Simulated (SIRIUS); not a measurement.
Runs of SIRIUS 7.12.0 on V. It takes space group Im-3m (No. 229, cubic). The conventional cell has a = 3.029 Å, b = 3.029 Å, c = 3.029 Å, α = 90.00°, β = 90.00°, γ = 90.00°. V (site symmetry m-3m) has 8 V at 2.62 Å as nearest neighbours. 

| task | level | potentials or basis | spin | cutoff (eV) | smearing | muffin tin radii | basis cutoff (gk_cutoff) | valence relativity | local orbitals (radial functions) | reference energy of the basis | gap on the mesh (eV) | V0 of scaled cells (Å³/atom) | B0 (GPa) |
| --- | --- | --- | --- | --- | --- | --- | --- | --- | --- | --- | --- | --- | --- |
| single point | AM05 | all-electron FP-LAPW, apw+lo rich | off | 183 | gaussian 0.05 eV | V 2.4 bohr | 3.67 1/bohr | iora | V 22 | 0.32 Ha | none | - | - |
| single point | PBE | all-electron FP-LAPW, apw+lo standard | collinear, ferromagnetic start | 183 | fermi-dirac 0.01 eV | V 2.4 bohr | 3.67 1/bohr | iora | V 13 | 0.32 Ha | none | - | - |
| equation of state | PBE | all-electron FP-LAPW, apw+lo standard | collinear, ferromagnetic start | 184 | fermi-dirac 0.05 eV | V 2.39 bohr | 3.68 1/bohr | iora | - | - | - | 13.44 | 180 |
| equation of state | PBE+D4 | all-electron FP-LAPW, apw+lo standard | collinear, ferromagnetic start | 184 | fermi-dirac 0.05 eV | V 2.39 bohr | 3.68 1/bohr | iora | - | - | - | 13.16 | (a) |

Alike in all rows: cell as given; k mesh 12 × 12 × 12.

Task: Fill in the values left out.

Result: (a) 188.

Caveats: a moment of about a tenth of a μB was left, which can be a remnant of the start and isn't listed (some runs).

A k mesh can miss the band edges.

A gap of «none» marks a metal or a gap under the smearing width.

Not every run made on this cell is shown here.
